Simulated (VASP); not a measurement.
**LiH in VASP 6.6.1, single-point calculation**

INCAR

```
ENCUT = 520
ISMEAR = 0
ISIF = 2
LCHARG = .FALSE.
IBRION = -1
NELM = 120
NBANDS = 9
LASPH = .TRUE.
METAGGA = R2SCAN
IMIX = 1
ALGO = Normal
EDIFF = 1E-7
NSW = 0
PREC = Accurate
AMIX = 0.1
LWAVE = .FALSE.
SIGMA = 0.01
LREAL = .TRUE.
```

KPOINTS

```
KPOINTS created by Atomic Simulation Environment
0
Gamma
10 10 10
0 0 0
```

POSCAR

```
Li H
 1.0000000000000000
     0.0000000000000000    2.0230247895000000    1.9965451168999999
     2.0230247895000000    0.0000000000000000    1.9965451168999999
     2.0230247895000000    2.0230247895000000    0.0000000000000000
 Li  H
   1   1
Cartesian
  0.0000000000000000  0.0000000000000000  0.0000000000000000
  2.0230247895000000  2.0230247895000000  1.9965451168999999
```

The recommended PBE PAW datasets give the neutral cell 4 valence electrons.

Command

```
mpirun -np 1 vasp_std
```

**Question.** Predict the outcome of this run.

**Answer.** It converged. Results: gap between bands v and c on the k mesh 3.46 eV; least direct gap on the k mesh 3.56 eV; pressure -3.2 GPa. Band v is the last that the valence electrons fill when counted band by band, and c is the next.

OSZICAR

```
N       E                     dE             d eps       ncg     rms          rms(c)
DAV:   1    -0.216801397619E+01   -0.21680E+01   -0.14872E+03  1852   0.410E+02
DAV:   2    -0.732738447879E+01   -0.51594E+01   -0.51253E+01  2648   0.597E+01
DAV:   3    -0.740444992283E+01   -0.77065E-01   -0.77023E-01  2276   0.598E+00
DAV:   4    -0.740475901488E+01   -0.30909E-03   -0.30906E-03  2634   0.347E-01
DAV:   5    -0.740475956111E+01   -0.54623E-06   -0.54623E-06  2360   0.132E-02    0.273E+00
DAV:   6    -0.696731324571E+01    0.43745E+00   -0.12146E-01  2510   0.236E+00    0.253E+00
DAV:   7    -0.693879004132E+01    0.28523E-01   -0.46867E-03  2029   0.437E-01    0.225E+00
DAV:   8    -0.691441488883E+01    0.24375E-01   -0.42427E-03  1948   0.397E-01    0.199E+00
DAV:   9    -0.689467892859E+01    0.19736E-01   -0.32165E-03  1909   0.322E-01    0.177E+00
DAV:  10    -0.687872048334E+01    0.15958E-01   -0.25395E-03  1923   0.268E-01    0.157E+00
...
DAV:  64    -0.681508467321E+01   -0.26657E-06   -0.21509E-08  1178   0.923E-04    0.469E-03
DAV:  65    -0.681508490735E+01   -0.23414E-06   -0.16725E-08  1047   0.839E-04    0.428E-03
DAV:  66    -0.681508511196E+01   -0.20461E-06   -0.14131E-08  1040   0.777E-04    0.390E-03
DAV:  67    -0.681508529165E+01   -0.17969E-06   -0.11929E-08  1053   0.720E-04    0.356E-03
DAV:  68    -0.681508544928E+01   -0.15763E-06   -0.96266E-09  1010   0.658E-04    0.325E-03
DAV:  69    -0.681508558755E+01   -0.13827E-06   -0.81805E-09   997   0.606E-04    0.297E-03
DAV:  70    -0.681508570905E+01   -0.12150E-06   -0.66780E-09   958   0.561E-04    0.271E-03
DAV:  71    -0.681508581592E+01   -0.10687E-06   -0.56176E-09   960   0.513E-04    0.248E-03
DAV:  72    -0.681508590997E+01   -0.94057E-07   -0.47326E-09   957   0.474E-04
   1 F= -.68150859E+01 E0= -.68150859E+01  d E =-.166317-115
```

These settings aren't sound, so the numbers aren't properties of the crystal.

On sound settings r²SCAN gives a gap of 3.46 eV on its mesh and a pressure of -1.0 GPa for the intended cell.
